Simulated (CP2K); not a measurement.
C under changes of volume

One of the cells (5.672 Å³/atom); the others are scaled copies at fixed shape and fractional positions:

```
CELL_PARAMETERS angstrom
2.52207 0.00000 0.00000
1.26103 2.18417 0.00000
1.26103 0.72806 2.05926
ATOMIC_POSITIONS crystal
C 0.75000 0.75000 0.75000
C 0.50000 0.50000 0.50000
```

This isn't the form of C at room conditions, which is graphite.

- Program: CP2K 2026.2
- Functional: PBEsol
- Potentials or basis: POTENTIAL_UZH C GTH-PBE-q4; TZVP-MOLOPT-PBE-GTH basis
- Density cutoff: 6123 eV
- k mesh: 13 × 13 × 13
- Occupations: fermi-dirac, width 0.05 eV
- Spin: no spin polarisation

```tsv
volume (Å³/atom)	energy over the lowest point (meV/atom)	pressure (GPa)	gap on the mesh (eV)
5.332	32.13	31.2	4.54
5.445	?	?	?
5.558	3.59	9.8	4.44
5.672	0.00	0.5	4.40
5.785	2.70	-8.0	4.35
5.899	11.12	-15.7	4.31
6.012	24.76	-22.7	4.27
```

Question: What does the run at 5.445 Å³/atom give?

Answer: Energy over the lowest point 14.07 meV/atom; pressure 20.0 GPa; gap on the mesh 4.49 eV.

Worked out: A Birch-Murnaghan fit of order 3 (a polynomial in V^(-2/3)) to the other rows has its minimum at 5.68 Å³/atom with B0 = V·E''(V) = 442 GPa and B' = 3.7. It gives 14.09 meV/atom at 5.445 Å³/atom, against the run's 14.07, and -dE/dV = 20.1 GPa, against 20.0. A straight line through the other rows of the gap, of slope -2.25 eV per unit of ln V, gives 4.49 eV, against the run's 4.49.

Energies are extrapolated to zero smearing.

Caveats: the potentials were made for another functional, which shifts forces and pressure; an odd mesh through Γ misses points on the zone boundary, where band edges often lie; the basis of atomic orbitals isn't converged, which shifts pressures, moduli and gaps.
